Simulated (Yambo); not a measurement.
**Si in Yambo: convergence with bands in self energy**

Crystal: Si.

```
Si
1.0
     0.00000    2.72185    2.72185
     2.72185    0.00000    2.72185
     2.72185    2.72185    0.00000
Si
2
Direct
  0.50000 0.50000 0.50000
  0.75000 0.75000 0.75000
```

- Program: Yambo 5.3.0
- Task: G0W0 quasiparticle levels
- Functional: PBE
- Potentials or basis: PseudoDojo 0.4.1 SR PBE standard
- Cutoff: 490 eV
- Density cutoff: 1959 eV
- k mesh: 6 × 6 × 6
- Occupations: fixed
- Spin: no spin polarisation
- k mesh of the self-consistent run: 8 × 8 × 8
- Random integration of the Coulomb term: yes
- Direction of the field or of q to 0: x + y + z
- Broadening: 0.1 eV
- States corrected: Γ and the k points of the band edges
- Frequency dependence of W: plasmon pole
- Terminator of the band sum in the self-energy: none
- Quasiparticle equation: linearised (Newton)
- Imaginary frequency of the plasmon-pole fit: 27.2114 eV
- Bands in the response: 154
- Bands in the self-energy: 9
- Cutoff of the response matrix: 8 Ry
- Cutoff of exchange and Vxc: 36 Ry
- Bands corrected (first, last): [4, 6]

These are the settings of the first run; the series varies bands in self energy, with any setting tied to it.

Q: The values tried are 9, 14, 24, 44, 84, 154, loosest first. From which on does the quasiparticle gap at the points computed stay within 0.05 eV of the tightest run that finished?

A: From 84 on.

| bands in self energy | quasiparticle gap at the points computed (eV) |
| --- | --- |
| 9 | 0.928 |
| 14 | 1.002 |
| 24 | 1.073 |
| 44 | 1.127 |
| 84 | 1.174 |
| 154 | 1.191 |

The tightest run that finished is the yardstick and may itself not be fully converged.

Caveat, for the tightest run too: this k mesh misses the band edges, so its gaps are larger than the crystal's; this version prints the column dSc/dw multiplied by 27.2; the quasiparticle gap listed is the Kohn-Sham gap on the denser mesh of the self-consistent run plus the correction found on the GW mesh, so it differs from the gap in the log.
